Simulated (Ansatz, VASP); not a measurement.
One calculation of BAs, two programs

```xyz
4
Lattice="3.3659 0.0000 0.0000 -1.6829 2.9149 0.0000 0.0000 0.0000 8.7446" Properties=species:S:1:pos:R:3 pbc="T T T"
B     0.0000    1.9433    2.1861
B     1.6829    0.9716    6.5584
As    1.6829    0.9716    2.1861
As    0.0000    1.9433    6.5584
```

Alike in both runs: task single point; functional PBE; k mesh 12 × 12 × 4; no spin polarisation.

|  | VASP | Ansatz |
| --- | --- | --- |
| version | VASP 6.6.1 | Ansatz 0.2.0 |
| potentials or method | VASP PAW PBE potentials, release 64 (B, As) | plane waves, PAW |
| plane-wave cutoff (eV) | 520 | 420 |
| occupations | gaussian, width 0.01 eV | fixed |
| valence electrons in the cell | 16 | 36 |

Ansatz gave:

```
gap on the k mesh at the Fermi level (eV)       : 0.73
pressure (GPa)                                  : 1.5
largest component of the traceless stress (GPa) : 0.89
```

Q: What did VASP give for the same quantities?

A: gap on the k mesh at the Fermi level (eV): 0.72; pressure (GPa): 2.1; largest component of the traceless stress (GPa): 1.39.

The two sets of potentials don't hold the same shells in valence.

Caveats: this functional lacks dispersion, which binds the layers, so the pressure and a relaxed spacing across them are unreliable. A k mesh can miss the band edges.
